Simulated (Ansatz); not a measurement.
MgGe₂N₃: competing structures

Theory: DFT PBE, scalar-relativistic, plane waves, PAW in Ansatz 0.2.0. All cells share a 420 eV cutoff and Γ-centred k meshes spaced at most about 0.3 Å⁻¹ (about 0.25 or finer for metals, 2π included). No spin polarisation.

The zero of energy is the elements' standard structures at the same level (N₂ as a molecule); no fitted shifts are applied.

These are static total energies at zero pressure. Larger cells and other orderings weren't all tried, so the list isn't exhaustive. In P3m1, P-3m1 an odd number of electrons in the primitive cell allows no gap without spin; a larger cell or a magnetic state could open one.

Invented guesses were relaxed alike, and ends that match in structure were merged. ΔE counts from the first row. Coordination counts N atoms around Ge and Mg (those within 1.25 times the shortest such distance or 1.15 times the sum of covalent radii, 1.27 where that leaves under three; a plus sign parts nearer from farther groups; a slash parts the counts of unlike sites). The ends were matched against large subsets of the Crystallography Open Database and the Materials Project, so a missing match doesn't prove that a structure is unreported.

| # | reached from | type and space group | atoms | Å³/atom | coordination | ΔE (meV/atom) | gap on mesh (eV) | in databases |
| --- | --- | --- | --- | --- | --- | --- | --- | --- |
| 1 | a cell proposed by chemical analogy | Cmc2_1 (No. 36) | 12 | 12.7 | Mg 4, Ge 4 | 0 | 0.00 | no match |
| 2 | a cell proposed by chemical analogy | P3m1 (No. 156) | 6 | 12.8 | Mg 4, Ge 1+3/4 | 77 | 0.00 | no match |
| 3 | a cell proposed by chemical analogy | P-3m1 (No. 164) | 6 | 10.3 | Mg 6, Ge 6 | 147 | 0.00 | no match |

The lowest: Space group Cmc2_1 (No. 36), orthorhombic, a = 9.681 Å, b = 5.657 Å, c = 5.574 Å. Around Mg lie 4 N at 2.10–2.14 Å; Ge has 4 N at 1.91–2.05 Å; around N on a site of symmetry m lie 2 Ge at 1.91 Å and 2 Mg at 2.10–2.13 Å; N on a site of symmetry 1 has 3 Ge at 1.96–2.05 Å and 1 Mg at 2.14 Å. Its energy over the elements is −0.11 eV/atom. It lies below the elements, which doesn't yet make it stable against other compounds or structures. An observed structure of this formula, if there is one, may be missing.

```cif
data_structure
_symmetry_space_group_name_H-M 'Cmc2_1'
_symmetry_Int_Tables_number 36
_cell_length_a 9.6812
_cell_length_b 5.6573
_cell_length_c 5.5740
_cell_angle_alpha 90.000
_cell_angle_beta 90.000
_cell_angle_gamma 90.000
_cell_volume 305.28
loop_
_atom_site_label
_atom_site_type_symbol
_atom_site_symmetry_multiplicity
_atom_site_Wyckoff_symbol
_atom_site_fract_x
_atom_site_fract_y
_atom_site_fract_z
_atom_site_occupancy
Mg1 Mg 4 a 0.50000 0.16646 0.00498 1
Ge1 Ge 8 b 0.66596 0.33367 0.49947 1
N1 N 4 a 0.50000 0.18698 0.38697 1
N2 N 8 b 0.17789 0.84563 0.86705 1
```

The second: Space group P3m1 (No. 156), trigonal, a = 3.358 Å, c = 7.877 Å. Around Mg lie 3 N at 2.06 Å and 1 N at 2.20 Å; Ge on its first site is surrounded by 1 N at 1.78 Å and 3 N at 2.07 Å; around Ge on its second site lie 4 N at 1.98–2.00 Å; around N on its first site lie 4 Ge at 1.98–2.07 Å; 2 more sites not described. Counting N atoms around Ge and Mg, the first has Mg 4, Ge 4 and the second has Mg 4, Ge 1+3/4. Cells relaxed within their symmetry can be saddle points.

```
Mg Ge N
1.0
     3.35771    0.00000    0.00000
    -1.67885    2.90786    0.00000
     0.00000    0.00000    7.87665
Mg Ge N
1 2 3
Direct
  0.00000 0.00000 0.98908
  0.66667 0.33333 0.67530
  0.33333 0.66667 0.33191
  0.33333 0.66667 0.58372
  0.00000 0.00000 0.26815
  0.66667 0.33333 0.90184
```

Some types were kept out of the candidates beforehand, so the set may lack a known form.
